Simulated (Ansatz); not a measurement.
FePt (Tetraferroplatinum):

```
CELL_PARAMETERS angstrom
2.72350 0.00000 0.00000
0.00000 2.72350 0.00000
0.00000 0.00000 3.72000
ATOMIC_POSITIONS crystal
Pt 0.50000 0.50000 0.50000
Fe 0.00000 0.00000 0.00000
```

Base run:

| Item | Value |
| --- | --- |
| Program | Ansatz 0.2.0 |
| Functional | RPBE |
| Potentials or basis | all-electron LAPW, scalar-relativistic |
| Cutoff | 282 eV (chosen from the basis error) |
| Basis error allowed | 0.001 eV/atom |
| k mesh | 10 × 10 × 7 |
| Occupations | fermi-dirac, width 0.05 eV |
| Spin | collinear spin, ferromagnetic start |
| Starting moments | [0.0, 3.0] μB |

Its results: pressure 8.4 GPa; net moment 3.31 μB per cell; site moments Pt +0.38; Fe +3.00 μB.

Question: After a change of settings the same cell gave: pressure -12.7 GPa; net moment 3.22 μB per cell; site moments Pt +0.37; Fe +2.88 μB. Which change was it?
A. functional from RPBE to PBE; occupations from fermi-dirac, width 0.05 eV to gaussian, width 0.02 eV
B. functional from RPBE to BLYP
C. functional from RPBE to LDA

Answer: C.

LDA binds more tightly than RPBE, so the same cell stands under less pressure.
